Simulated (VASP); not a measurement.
# CaS in VASP 6.6.1, single-point calculation

INCAR

```
LREAL = .FALSE.
ISMEAR = 0
NBANDS = 15
ENCUT = 200
PREC = Accurate
LASPH = .TRUE.
NELM = 120
AMIX = 0.2
ALGO = Normal
BMIX = 0.0001
ISIF = 2
IBRION = -1
LCHARG = .FALSE.
METAGGA = R2SCAN
NSW = 0
SIGMA = 0.01
EDIFF = 1E-7
LWAVE = .FALSE.
```

KPOINTS

```
KPOINTS created by Atomic Simulation Environment
0
Gamma
8 8 8
0 0 0
```

POSCAR

```
Ca S
 1.0000000000000000
     0.0000000000000000    2.9527397793999999    2.9527397793999999
     2.9527397793999999    0.0000000000000000    2.9527397793999999
     2.9527397793999999    2.9527397793999999    0.0000000000000000
 Ca  S
   1   1
Cartesian
  0.0000000000000000  0.0000000000000000  0.0000000000000000
  2.9527397793999999  2.9527397793999999  2.9527397793999999
```

The recommended PBE PAW datasets give the neutral cell 16 valence electrons.

Command

```
mpirun -np 1 vasp_std
```

OSZICAR

```
N       E                     dE             d eps       ncg     rms          rms(c)
DAV:   1     0.422058837559E+02    0.42206E+02   -0.45741E+03   957   0.503E+02
DAV:   2    -0.210649291259E+02   -0.63271E+02   -0.60801E+02  1164   0.166E+02
DAV:   3    -0.231542456368E+02   -0.20893E+01   -0.20806E+01  1182   0.287E+01
DAV:   4    -0.232083567047E+02   -0.54111E-01   -0.54103E-01  1115   0.459E+00
DAV:   5    -0.232094651676E+02   -0.11085E-02   -0.11084E-02  1217   0.534E-01    0.727E+00
DAV:   6    -0.199136300982E+02    0.32958E+01   -0.11290E+00  1222   0.828E+00    0.689E+00
DAV:   7    -0.199928911759E+02   -0.79261E-01   -0.64046E-01  1045   0.387E+00    0.404E+00
DAV:   8    -0.199827602755E+02    0.10131E-01   -0.52724E-02   996   0.139E+00    0.332E+00
DAV:   9    -0.200161096543E+02   -0.33349E-01   -0.21678E-02  1232   0.107E+00    0.642E-01
DAV:  10    -0.200159416385E+02    0.16802E-03   -0.40122E-03  1066   0.467E-01    0.232E-01
DAV:  11    -0.200158225445E+02    0.11909E-03   -0.17704E-04  1048   0.111E-01    0.163E-01
DAV:  12    -0.200158007603E+02    0.21784E-04   -0.34964E-04   968   0.122E-01    0.440E-02
DAV:  13    -0.200158310532E+02   -0.30293E-04   -0.12740E-05  1192   0.279E-02    0.441E-02
DAV:  14    -0.200158271506E+02    0.39026E-05   -0.53628E-06  1122   0.121E-02    0.126E-02
DAV:  15    -0.200158253344E+02    0.18162E-05   -0.28206E-07   997   0.302E-03    0.356E-03
DAV:  16    -0.200158249174E+02    0.41693E-06   -0.20204E-08   540   0.124E-03    0.105E-03
DAV:  17    -0.200158252731E+02   -0.35572E-06   -0.26625E-08   484   0.125E-03    0.248E-03
DAV:  18    -0.200158250901E+02    0.18301E-06   -0.37465E-09   484   0.423E-04    0.185E-03
DAV:  19    -0.200158250210E+02    0.69125E-07   -0.15922E-09   470   0.208E-04
   1 F= -.20015825E+02 E0= -.20015825E+02  d E =-.118119E-28
```

From OUTCAR

```
k-points           NKPTS =     29   k-points in BZ     NKDIM =     29   number of bands    NBANDS=     15

   NELECT =      16.0000    total number of electrons

   dimension x,y,z NGX =    20 NGY =   20 NGZ =   20
   dimension x,y,z NGXF=    40 NGYF=   40 NGZF=   40

  energy-cutoff  :      200.00
  volume of cell :       51.49
      direct lattice vectors                 reciprocal lattice vectors
     0.000000000  2.952739779  2.952739779    -0.169334258  0.169334258  0.169334258
     2.952739779  0.000000000  2.952739779     0.169334258 -0.169334258  0.169334258
     2.952739779  2.952739779  0.000000000     0.169334258  0.169334258 -0.169334258

 k-points in reciprocal lattice and weights: KPOINTS created by Atomic Simulation Env
   0.00000000  0.00000000  0.00000000       0.002
   0.12500000  0.00000000  0.00000000       0.016
   0.25000000  0.00000000  0.00000000       0.016
   0.37500000  0.00000000  0.00000000       0.016
   0.50000000  0.00000000  0.00000000       0.008
   0.12500000  0.12500000  0.00000000       0.012
   0.25000000  0.12500000  0.00000000       0.047
   0.37500000  0.12500000  0.00000000       0.047
   ...

 E-fermi :   1.8651

 k-point     1 :       0.0000    0.0000    0.0000
  band No.  band energies     occupation
      1     -39.3993      2.00000
      2     -19.4758      2.00000
      3     -19.4754      2.00000
      4     -19.4754      2.00000
      5      -9.6876      2.00000
      6       1.7900      2.00000
      7       1.7900      2.00000
      8       1.7900      2.00000
      9       6.1101      0.00000
     10       6.4770      0.00000
     11       6.4770      0.00000
     12       6.4773      0.00000
     13       7.0193      0.00000
     14       7.0193      0.00000
     15      13.0636      0.00000

 k-point     2 :       0.1250    0.0000    0.0000
  band No.  band energies     occupation
      1     -39.3984      2.00000
      2     -19.4885      2.00000
      3     -19.4763      2.00000
      4     -19.4759      2.00000
      5      -9.6045      2.00000
      6       1.2248      2.00000
      7       1.6147      2.00000
      8       1.6147      2.00000
      9       6.3998      0.00000
     10       6.6851      0.00000
     11       6.6854      0.00000
     12       6.8850      0.00000
     13       7.3763      0.00000
     14       7.3763      0.00000
     15      13.0438      0.00000

 k-point     3 :       0.2500    0.0000    0.0000
  band No.  band energies     occupation
      1     -39.3963      2.00000
      2     -19.5218      2.00000
      3     -19.4779      2.00000
      4     -19.4775      2.00000
      5      -9.3954      2.00000
      6       0.2000      2.00000
      7       1.2531      2.00000
      8       1.2532      2.00000
      9       6.5404      0.00000
     10       7.2141      0.00000
     11       7.2144      0.00000
     12       8.1318      0.00000
     13       8.2784      0.00000
     14       8.2784      0.00000
     15      12.3304      0.00000

 ...

  Total       -3.0673422     -3.0673422     -3.0673422      0.0000000     -0.0000000     -0.0000000
  in kB      -95.4481018    -95.4481018    -95.4481018      0.0000000     -0.0000000     -0.0000000
  external PRESSURE =     -95.4481018 kB  Pullay stress =       0.0000000 kB

 POSITION                                       TOTAL-FORCE (eV/Angst)
 -----------------------------------------------------------------------------------
      0.00000      0.00000      0.00000        -0.000000      0.000000      0.000000
      2.95274      2.95274      2.95274         0.000000     -0.000000     -0.000000
 -----------------------------------------------------------------------------------
    total drift:                                0.000000      0.000000      0.000000

  FREE ENERGIE OF THE ION-ELECTRON SYSTEM (eV)
  ---------------------------------------------------
  free  energy   TOTEN  =       -20.0158250210 eV

  energy  without entropy=      -20.0158250210  energy(sigma->0) =      -20.01582502
```

It converged. Results: gap between bands v and c on the k mesh 3.04 eV; least direct gap on the k mesh 3.79 eV; pressure -9.5 GPa. Band v is the last that the valence electrons fill when counted band by band, and c is the next.

These settings aren't sound, so the numbers aren't properties of the crystal.

On sound settings r²SCAN gives a gap of 3.01 eV on its mesh and a pressure of -5.1 GPa for the intended cell.

The run took about 30 s on one core of a shared host (Intel Xeon Platinum 8488C) and held 0.12 GiB at most.
